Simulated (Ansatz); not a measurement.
Space group P4/mmm (No. 123). a = 2.889 Å, b = 2.889 Å, c = 2.901 Å, α = 90.00°, β = 90.00°, γ = 90.00°
| atom | site | symmetry | x | y | z |
| --- | --- | --- | --- | --- | --- |
| Al | 1a | 4/mmm | 0.0000 | 0.0000 | 0.0000 |
| Ni | 1d | 4/mmm | 0.5000 | 0.5000 | 0.5000 |

Equation of state of this AlNi structure (not necessarily the ground state), with shape and atoms relaxed at each volume where symmetry leaves them free. It has no gap at any of these volumes. All numbers below come from DFT PBE, scalar-relativistic, plane waves, PAW in Ansatz.

Settings: cutoff 420 eV, Γ-centred mesh 16×16×14 on the computed 2-atom cell, Gaussian smearing of 0.10 eV; no spin polarisation.

| V (Å³/atom) | E − E(largest V) (meV/atom) | P (GPa) |
| --- | --- | --- |
| 10.654 | 57.83 | 26.89 |
| 11.017 | 6.71 | 18.45 |
| 11.380 | -26.76 | 11.28 |
| 11.743 | -45.22 | 5.19 |
| 12.107 | -50.91 | 0.00 |
| 12.470 | -45.73 | -4.42 |
| 12.833 | -31.29 | -8.18 |
| 13.317 | 0.00 | -12.34 |

Problem. Fit a third-order Birch–Murnaghan equation to E(V).

Solution. V0 = 12.11 Å³/atom, B0 = 159 GPa, B0' = 4.3.